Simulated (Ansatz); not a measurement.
Ansatz input file:

```yaml
crystal:
  lattice:
    - [5.5271183245, 0.0, 0.0]
    - [0.0, 5.5271183245, 0.0]
    - [0.0, 0.0, 3.3605228586]
  atoms:
    - { symbol: Zr, position: [0.297309527, 0.297309527, 0.0] }
    - { symbol: Zr, position: [0.702690473, 0.702690473, 0.0] }
    - { symbol: Zr, position: [0.797309527, 0.202690473, 0.5] }
    - { symbol: Zr, position: [0.202690473, 0.797309527, 0.5] }
    - { symbol: "N", position: [0.0, 0.0, 0.0] }
    - { symbol: "N", position: [0.5, 0.5, 0.5] }
basis:
  ecutwfc: 500
kpoints:
  mp_grid: { grid: [8, 8, 10] }
hamiltonian:
  xc: r2scan
scf:
  occupations: { method: gaussian, width: 0.1 }
output:
  forces: true
  stress: true
  eigenvalues: true
relax:
  adjacent_minimum: "off"
  f_tol: 0.01
  max_steps: 30
  cell: { stress_tol: 0.1, fix: [volume] }
```

Command:
```bash
ansatz run input.yaml --threads 1 --pin off --max-ram 2560MiB --backend cpu --events-out ev --progress --plain --runs-dir out
```

Level of theory: Ansatz, DFT r2SCAN, scalar-relativistic, plane waves, PAW.

Part of what the program printed, abridged:

```
Pseudopotentials: kind: paw
Pseudopotential: Zr, paw, valence charge 12, recommended cutoff 500 eV (meta_gga)
Pseudopotential: N, paw, valence charge 5, recommended cutoff 500 eV (meta_gga)
Functional definition: r2SCAN
Crystal: 6 atoms, lattice volume = 102.661 Å³
Basis set: ecut = 500 eV, 2601 PW (Γ), exchange–correlation on 180×180×100 points (64 copies of the dense FFT grid, shifted against one another)
Bands: 35, of which v1, the nominal top of the filled ones, is band 29 counted from 1 (28 counted from 0)
Symmetry: 16 space group operations
Space group: P42/mnm (ITA 136), of the structure as read, at distance tolerance 4.7e-5 Å
k-points: 90 of 640
Initial density: superposition of atomic densities (neutral atoms: chi_scale 0, normalization atom), corrected by the library's trained network
Initial wavefunctions: pseudopotential atomic-orbital guess
Functional: x = r2scan, c = r2scan; τ floored in thin density (d = 2e-4 eV/Å³)
SCF iter   1: F=—  HF=-17557.751866 eV  |F-HF|=—  |Δ(HF+E_count)|=         —  Δρ=1.52e-2  dr2=3.20e-1  dr2_τ=2.35e-1  ethr=1.77e-3  ⟨swp⟩=5.0  Hψ=12685  notcnv=0
SCF iter   2: F=—  HF=-17557.878257 eV  |F-HF|=—  |Δ(HF+E_count)|=   1.26e-1  Δρ=7.27e-3  dr2=5.23e-2  dr2_τ=5.96e-3  ethr=5.52e-4  ⟨swp⟩=2.0  Hψ=5482  notcnv=0  defer=101
SCF iter   3: F=—  HF=-17557.877403 eV  |F-HF|=—  |Δ(HF+E_count)|=   8.54e-4  Δρ=2.89e-3  dr2=6.97e-3  dr2_τ=3.99e-4  ethr=9.02e-5  ⟨swp⟩=2.0  Hψ=4118  notcnv=0  defer=101
SCF iter   4: F=—  HF=-17557.878467 eV  |F-HF|=—  |Δ(HF+E_count)|=   1.06e-3  Δρ=6.80e-4  dr2=6.06e-4  dr2_τ=3.73e-5  ethr=1.20e-5  ⟨swp⟩=2.9  Hψ=5536  notcnv=0  defer=101
SCF iter   5: F=—  HF=-17557.878528 eV  |F-HF|=—  |Δ(HF+E_count)|=   6.14e-5  Δρ=2.46e-4  dr2=1.04e-4  dr2_τ=4.75e-6  ethr=1.05e-6  ⟨swp⟩=2.0  Hψ=4254  notcnv=0  defer=101
SCF iter   6: F=—  HF=-17557.878507 eV  |F-HF|=—  |Δ(HF+E_count)|=   2.19e-5  Δρ=4.61e-5  dr2=2.74e-6  dr2_τ=2.35e-7  ethr=1.80e-7  ⟨swp⟩=2.0  Hψ=4160  notcnv=0  defer=101
SCF iter   7: F=—  HF=-17557.878506 eV  |F-HF|=—  |Δ(HF+E_count)|=   3.06e-7  Δρ=1.35e-5  dr2=3.43e-7  dr2_τ=1.53e-8  ethr=4.72e-9  ⟨swp⟩=2.0  Hψ=4587  notcnv=0  defer=101
SCF iter   8: F=-17557.878506 eV  HF=-17557.878506 eV  |F-HF|=1.53e-10  |Δ(HF+E_count)|=   1.46e-8  Δρ=2.33e-6  dr2=4.92e-9  dr2_τ=4.83e-10  ethr=1.72e-10  ⟨swp⟩=9.8  Hψ=12103  notcnv=0
SCF 1 converged in 8 iterations: F = -17557.878506 eV  dr2 = 4.92e-9
relax step   1: F+E_penalty+E_count = -17557.87850618 eV  Δ(F+E_penalty+E_count) = +0.000e0 eV  max|allowed force component| = 4.495e-2 eV/Å  Δτ_max = 0.0000 Å  P = -9.557 GPa  Ω = 102.661 Å³  fix = [volume]  reactions: volume -9.557 GPa (8 SCF iters, dr2 threshold 1.00e-7 eV, accepted)
Initial density: handed on by an earlier stage of this run
Initial wavefunctions: those handed on with the density
SCF iter   1: F=—  HF=-17557.875842 eV  |F-HF|=—  |Δ(HF+E_count)|=         —  Δρ=6.56e-4  dr2=2.94e-4  dr2_τ=7.32e-3  ethr=5.31e-7  ⟨swp⟩=2.1  Hψ=14511  notcnv=0
SCF iter   2: F=—  HF=-17557.879376 eV  |F-HF|=—  |Δ(HF+E_count)|=   3.53e-3  Δρ=3.84e-4  dr2=9.36e-5  dr2_τ=2.41e-6  ethr=5.07e-7  ⟨swp⟩=2.0  Hψ=5765  notcnv=0
SCF iter   3: F=—  HF=-17557.879360 eV  |F-HF|=—  |Δ(HF+E_count)|=   1.59e-5  Δρ=6.86e-5  dr2=7.53e-6  dr2_τ=4.72e-7  ethr=1.61e-7  ⟨swp⟩=2.6  Hψ=4963  notcnv=0
SCF iter   4: F=—  HF=-17557.879360 eV  |F-HF|=—  |Δ(HF+E_count)|=   4.71e-9  Δρ=4.43e-5  dr2=1.81e-6  dr2_τ=1.07e-7  ethr=1.30e-8  ⟨swp⟩=2.0  Hψ=3627  notcnv=0
SCF iter   5: F=-17557.879361 eV  HF=-17557.879361 eV  |F-HF|=3.59e-8  |Δ(HF+E_count)|=   2.49e-7  Δρ=1.24e-5  dr2=1.39e-7  dr2_τ=2.33e-8  ethr=2.51e-10  ⟨swp⟩=3.4  Hψ=13194  notcnv=0
SCF 2 converged in 5 iterations: F = -17557.879361 eV  dr2 = 1.39e-7
relax step   2: F+E_penalty+E_count = -17557.87936067 eV  Δ(F+E_penalty+E_count) = -8.545e-4 eV  max|allowed force component| = 4.725e-3 eV/Å  Δτ_max = 0.0055 Å  P = -9.475 GPa  Ω = 102.661 Å³  energy of the carried Pulay correction = +3.884e-17 eV  fix = [volume]  reactions: volume -9.475 GPa (5 SCF iters, dr2 threshold 1.46e-7 eV, accepted)
Basis set: ecut = 500 eV, 2593 PW (Γ), exchange–correlation on 180×180×100 points (64 copies of the dense FFT grid, shifted against one another)
SCF iter   1: F=—  HF=-17557.878616 eV  |F-HF|=—  |Δ(HF+E_count)|=         —  Δρ=4.93e-4  dr2=2.14e-4  dr2_τ=1.22e-3  ethr=3.84e-7  ⟨swp⟩=2.6  Hψ=15883  notcnv=0
SCF iter   2: F=—  HF=-17557.879461 eV  |F-HF|=—  |Δ(HF+E_count)|=   8.44e-4  Δρ=2.65e-4  dr2=5.39e-5  dr2_τ=1.88e-6  ethr=3.68e-7  ⟨swp⟩=2.0  Hψ=5766  notcnv=0
SCF iter   3: F=—  HF=-17557.879449 eV  |F-HF|=—  |Δ(HF+E_count)|=   1.20e-5  Δρ=6.40e-5  dr2=5.70e-6  dr2_τ=3.60e-7  ethr=9.29e-8  ⟨swp⟩=2.5  Hψ=4315  notcnv=0
SCF iter   4: F=—  HF=-17557.879449 eV  |F-HF|=—  |Δ(HF+E_count)|=   1.65e-7  Δρ=3.74e-5  dr2=1.37e-6  dr2_τ=5.75e-8  ethr=9.83e-9  ⟨swp⟩=2.1  Hψ=4280  notcnv=0
SCF iter   5: F=-17557.879449 eV  HF=-17557.879449 eV  |F-HF|=2.89e-8  |Δ(HF+E_count)|=   2.98e-7  Δρ=1.44e-5  dr2=2.05e-7  dr2_τ=2.35e-8  ethr=4.21e-10  ⟨swp⟩=3.5  Hψ=12555  notcnv=0
SCF 3 converged in 5 iterations: F = -17557.879449 eV  dr2 = 2.05e-7
relax step   3: F+E_penalty+E_count = -17557.87944923 eV  Δ(F+E_penalty+E_count) = -8.856e-5 eV  max|allowed force component| = 2.052e-3 eV/Å  Δτ_max = 0.0018 Å  P = -9.409 GPa  Ω = 102.661 Å³  energy of the carried Pulay correction = -9.709e-18 eV  fix = [volume]  reactions: volume -9.409 GPa (5 SCF iters, dr2 threshold 2.44e-7 eV, accepted)
SCF iter   1: F=—  HF=-17557.879484 eV  |F-HF|=—  |Δ(HF+E_count)|=         —  Δρ=1.83e-4  dr2=2.94e-5  dr2_τ=1.19e-4  ethr=5.30e-8  ⟨swp⟩=3.0  Hψ=16401  notcnv=0
SCF iter   2: F=—  HF=-17557.879598 eV  |F-HF|=—  |Δ(HF+E_count)|=   1.14e-4  Δρ=9.46e-5  dr2=6.26e-6  dr2_τ=3.30e-7  ethr=5.06e-8  ⟨swp⟩=2.0  Hψ=5768  notcnv=0
SCF iter   3: F=—  HF=-17557.879596 eV  |F-HF|=—  |Δ(HF+E_count)|=   1.36e-6  Δρ=2.41e-5  dr2=7.13e-7  dr2_τ=5.07e-8  ethr=1.08e-8  ⟨swp⟩=2.2  Hψ=4334  notcnv=0
SCF iter   4: F=-17557.879596 eV  HF=-17557.879596 eV  |F-HF|=2.09e-8  |Δ(HF+E_count)|=   8.24e-9  Δρ=1.22e-5  dr2=1.39e-7  dr2_τ=6.02e-9  ethr=3.14e-10  ⟨swp⟩=4.8  Hψ=12024  notcnv=0
SCF 4 converged in 4 iterations: F = -17557.879596 eV  dr2 = 1.39e-7
relax step   4: F+E_penalty+E_count = -17557.87959644 eV  Δ(F+E_penalty+E_count) = -1.472e-4 eV  max|allowed force component| = 1.315e-4 eV/Å  Δτ_max = 0.0004 Å  P = -9.432 GPa  Ω = 102.661 Å³  energy of the carried Pulay correction = +1.942e-17 eV  fix = [volume]  reactions: volume -9.432 GPa (4 SCF iters, dr2 threshold 1.82e-7 eV, accepted)
Initial wavefunctions: pseudopotential atomic-orbital guess (no wavefunctions were taken with the density)
SCF iter   1: F=—  HF=-17557.879590 eV  |F-HF|=—  |Δ(HF+E_count)|=         —  Δρ=1.33e-5  dr2=1.42e-7  dr2_τ=6.94e-8  ethr=1.92e-8  ⟨swp⟩=3.5  Hψ=22220  notcnv=0
SCF iter   2: F=—  HF=-17557.879589 eV  |F-HF|=—  |Δ(HF+E_count)|=   3.84e-7  Δρ=8.77e-6  dr2=7.34e-8  dr2_τ=6.59e-9  ethr=2.45e-10  ⟨swp⟩=2.0  Hψ=5015  notcnv=0
SCF iter   3: F=—  HF=-17557.879589 eV  |F-HF|=—  |Δ(HF+E_count)|=   2.60e-8  Δρ=1.46e-6  dr2=8.85e-10  dr2_τ=6.79e-10  ethr=1.27e-10  ⟨swp⟩=2.9  Hψ=5749  notcnv=0
SCF iter   4: F=-17557.879589 eV  HF=-17557.879589 eV  |F-HF|=1.35e-10  |Δ(HF+E_count)|=  9.20e-10  Δρ=6.07e-7  dr2=1.38e-10  dr2_τ=5.10e-11  ethr=1.00e-12  ⟨swp⟩=6.5  Hψ=12923  notcnv=0
SCF 5 converged in 4 iterations: F = -17557.879589 eV  dr2 = 1.38e-10
SCF converged after 4 iterations
Free energy (F): -17557.879589 eV
Harris-Foulkes:  -17557.879589 eV  (|F-HF|=1.35e-10)
Internal energy: -17557.869106 eV  (E = F + TS)
E sigma→0 (E₀):  -17557.874348 eV
Entropy (-TS):   -0.010484 eV (-1.747 meV/atom)
Fermi energy:    14.063493 eV
--- Per-component energies (eV) ---
  E_band       = -390.324560
  E_kinetic    = 1585.805395
  E_local      = -2859.265734  (includes V_loc(G=0)·N_el)
  E_nonlocal   = 402.467378
  E_hartree    = 896.679148
  E_xc         = -742.040558
  E_vxc        = -1012.562823  (∫ρ·V_xc dr)
  E_paw        = -12138.831254  (= ΣΔE_a)
  E_vpaw       = -359.162361  (= ΣTr[D̂ρ^β])
  E_aug_tail   = 0.000076  (compensation charges beyond the density's cutoff)
  E_vtau       = 59.035242  (kinetic-family band-sum trace: ∫τ·v_τ [+ j·A + Jᵃ·Aᵃ] dr)
  E_ewald      = -4701.965461
  E_core_change = -0.718096  (= ΣΔE_core)
  E_smearing   = -0.010484  (= −TS)
--- Forces (eV/Å), atoms counted from 1 ---
  atom   1  Zr    -0.00008301    -0.00008301     0.00000000
  atom   2  Zr     0.00008301     0.00008301     0.00000000
  atom   3  Zr    -0.00008301     0.00008301     0.00000000
  atom   4  Zr     0.00008301    -0.00008301     0.00000000
  atom   5  N      0.00000000     0.00000000     0.00000000
  atom   6  N      0.00000000     0.00000000     0.00000000
--- Stress (GPa, compression-positive) ---
       -9.432269       0.000000       0.000000
        0.000000      -9.432269       0.000000
        0.000000       0.000000      -9.433084
  P = ⅓ Tr σ = -9.4325 GPa (-94.325 kbar)
--- Band table (eV; the first three rows and the last of 90) ---
  k-point 0: bands = ["-36.5956", "-36.4815", "-36.4815", "-36.4382", "-14.6314", "-14.1539", "-14.0688", "-14.0688", "-13.8495", "-13.7346", "-13.6293", "-13.6293", "-13.5341", "-13.5341", "-13.5284", "-13.5223", "-2.0487", "-0.7560", "8.1616", "8.1616", "8.9096", "9.8142", "9.8142", "10.1021", "10.5851", "12.1602", "13.9928", "14.8344", "14.9943", "15.0363", "15.0363", "15.3461", "15.6082", "15.6082", "16.3198"]
  k-point 1: bands = ["-36.5888", "-36.4786", "-36.4786", "-36.4390", "-14.6066", "-14.1355", "-14.0523", "-14.0523", "-13.8804", "-13.7485", "-13.6694", "-13.6694", "-13.5814", "-13.5408", "-13.5408", "-13.5345", "-1.9948", "-0.7729", "8.3044", "8.3044", "8.7351", "9.8218", "9.8218", "10.3488", "10.4653", "12.2974", "13.8621", "14.3571", "14.3571", "14.5412", "15.1823", "15.5566", "16.1695", "16.1695", "16.4456"]
  k-point 2: bands = ["-36.5699", "-36.4710", "-36.4710", "-36.4423", "-14.5375", "-14.0829", "-14.0058", "-14.0058", "-13.9556", "-13.8008", "-13.7691", "-13.7691", "-13.7103", "-13.5708", "-13.5657", "-13.5657", "-1.8521", "-0.8299", "8.4760", "8.6683", "8.6683", "9.8341", "9.8341", "10.1502", "10.8740", "12.6488", "13.5509", "13.5828", "13.5828", "14.0344", "15.4918", "16.1366", "16.5427", "16.5427", "16.6984"]
  k-point 89: bands = ["-36.4826", "-36.4826", "-36.4541", "-36.4541", "-14.4642", "-14.4642", "-14.2287", "-14.2287", "-13.7467", "-13.7467", "-13.7447", "-13.7447", "-13.7338", "-13.7338", "-13.6239", "-13.6239", "-1.3191", "-1.3191", "8.9615", "8.9615", "9.2021", "9.2021", "9.5453", "9.5453", "12.5907", "12.5907", "13.3643", "13.3643", "13.5782", "13.5782", "15.0519", "15.0519", "16.5033", "16.5033", "17.8453"]
--- Relaxed structure (4 steps of the walk, 4 accepted, 1 SCFs on fresh bases) ---
  F+E_penalty+E_count = -17557.87958938 eV   max|allowed force component| = 8.301e-5 eV/Å   (the final SCF, on the basis selected at the relaxed cell)
  cell:  # Å, volume = 102.6607 Å³
    - [5.53188071, 0.0, 0.0]
    - [0.0, 5.53188071, 0.0]
    - [0.0, 0.0, 3.35473920]
  atoms:
    - { symbol: Zr, position: [0.29819982, 0.29819982, 0.0] }
    - { symbol: Zr, position: [0.70180017, 0.70180017, 0.0] }
    - { symbol: Zr, position: [0.79819982, 0.20180017, 0.49999999] }
    - { symbol: Zr, position: [0.20180017, 0.79819982, 0.49999999] }
    - { symbol: N, position: [0.0, 0.0, 0.0] }
    - { symbol: N, position: [0.5, 0.5, 0.49999999] }
```

The relaxation met its thresholds.

Time: 3.3 min on 1 thread of Intel(R) Xeon(R) Platinum 8375C CPU @ 2.90GHz (Ice Lake) (shared host), peak memory 0.83 GiB.